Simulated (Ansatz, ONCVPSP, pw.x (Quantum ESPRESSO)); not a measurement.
**pw.x on fcc Ba: one setting changed**

Potential: optimised norm-conserving Vanderbilt (ONCV), ONCVPSP 4.0.1.1 (patched build), PBE; core [Kr] 4d10, reference 5s2 5p6 6s2; waves: 5s+6s: rc 2.15 bohr, ncon 4, nbas 8, qcut 4.7 1/bohr, 2 projectors; 5p: rc 3.15 bohr, ncon 3, nbas 7, qcut 4.3 1/bohr, 2 projectors, debl 3.6 Ha; d scattering state at 0.39 Ha: rc 3.35 bohr, ncon 4, nbas 7, qcut 2.9 1/bohr, 1 projector; local part: polynomial inside 1.90 bohr (lpopt 5, dvloc0 0 Ha); core correction: Teter function, fcfact 3.5, rcfact 1.1. In the d channel the program set the typed energies aside and used -0.074 Ha.

The reference run (k-mesh 9³, cutoffs 50/200 Ry, Fermi–Dirac 0.01 Ry, mixing_beta 0.4, conv_thr 1e-9, no spin) gives -0.00 GPa at 64.378 Å³/atom, where all-electron LAPW gives 0.00 GPa. This run, with its own iteration cap, changes k-mesh points per axis to 4.

```
&control
  calculation='scf', prefix='x', pseudo_dir='./', outdir='./tmp', tstress=.true., disk_io='none'
/
&system
  ibrav=0, nat=1, ntyp=1, ecutwfc=50, ecutrho=200, nbnd=12,
  occupations='smearing', smearing='fd', degauss=0.01
/
&electrons
  conv_thr=1e-09, mixing_beta=0.4, electron_maxstep=60
/
ATOMIC_SPECIES
Ba 1.0 Ba.UPF
CELL_PARAMETERS angstrom
  0.00000000 3.18104023 3.18104023
  3.18104023 0.00000000 3.18104023
  3.18104023 3.18104023 0.00000000
ATOMIC_POSITIONS crystal
Ba 0.0000 0.0000 0.0000
K_POINTS automatic
4 4 4 0 0 0
```

```bash
pw.x < Ba.scf.in > Ba.scf.out
```

**Question.** How does the run end?

**Answer.** It converges in 7 iterations; the free energy moves by -4.0 meV/atom and the pressure by +0.16 GPa.

```
Message from routine setup:
     using ibrav=0 with symmetry is DISCOURAGED, use correct ibrav instead
     lattice parameter (alat)  =       8.5013  a.u.
     unit-cell volume          =     434.4443 (a.u.)^3
     number of electrons       =        10.00
     number of Kohn-Sham states=           12
     kinetic-energy cutoff     =      50.0000  Ry
     charge density cutoff     =     200.0000  Ry
     scf convergence threshold =      1.0E-09
     Exchange-correlation= PBE
     number of k points=     8  Fermi-Dirac smearing, width (Ry)=  0.0100
     iteration #  1     ecut=    50.00 Ry     beta= 0.40
     total energy              =     -53.81366050 Ry
     estimated scf accuracy    <       0.00093951 Ry
     iteration #  2     ecut=    50.00 Ry     beta= 0.40
     total energy              =     -53.81373733 Ry
     estimated scf accuracy    <       0.00029378 Ry
     iteration #  3     ecut=    50.00 Ry     beta= 0.40
     total energy              =     -53.81375754 Ry
     estimated scf accuracy    <       0.00001098 Ry
     iteration #  4     ecut=    50.00 Ry     beta= 0.40
     total energy              =     -53.81375883 Ry
     estimated scf accuracy    <       0.00000012 Ry
     iteration #  5     ecut=    50.00 Ry     beta= 0.40
     total energy              =     -53.81375886 Ry
     estimated scf accuracy    <       0.00000004 Ry
     iteration #  6     ecut=    50.00 Ry     beta= 0.40
     total energy              =     -53.81375886 Ry
     estimated scf accuracy    <          5.4E-09 Ry
     iteration #  7     ecut=    50.00 Ry     beta= 0.40
     the Fermi energy is     5.5915 ev
!    total energy              =     -53.81375886 Ry
     estimated scf accuracy    <          4.6E-10 Ry
     smearing contrib. (-TS)   =      -0.00649442 Ry
     The total energy is F=E-TS. E is the sum of the following terms:
     one-electron contribution =     -14.89523034 Ry
     hartree contribution      =       9.20435370 Ry
     xc contribution           =      -9.98099259 Ry
     ewald contribution        =     -38.13539522 Ry
     convergence has been achieved in   7 iterations
          total   stress  (Ry/bohr**3)                   (kbar)     P=        1.60
     Message from routine punch:
     Nothing written, as per user request (disk_io='none')
```

The run took about 6.3 s on one core of a shared host (Neoverse-N1, 64 threads, 124 GiB, load 54).
